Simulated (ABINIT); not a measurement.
The system is GaN.

```
Ga N
1.0
     0.00000    2.25350    2.25350
     2.25350    0.00000    2.25350
     2.25350    2.25350    0.00000
Ga N
1 1
Direct
  0.00000 0.00000 0.00000
  0.25000 0.25000 0.25000
```

The cell is a database's computed one.

Base run:

```yaml
Program: ABINIT 10.8.3 (patched build)
Functional: PBE0
Potentials_or_basis: SPMS NC PBE v1.0
Cutoff: 952 eV
k_mesh: 6 × 6 × 6
Occupations: fermi-dirac, width 0.05 eV
Spin: no spin polarisation
```

Its results: band gap on the k mesh 3.74 eV, direct.

Problem. After a change of settings the same cell gave: band gap on the k mesh 2.15 eV, direct. Which change was it?
A. share of exact exchange from 0.25 to 0.5
B. share of exact exchange from 0.25 to 0.15
C. share of exact exchange from 0.25 to 0.05
D. share of exact exchange from 0.25 to 0.35

Solution. C.

Caveats: exact exchange is summed on a coarse mesh, which widens gaps by tenths of an eV.
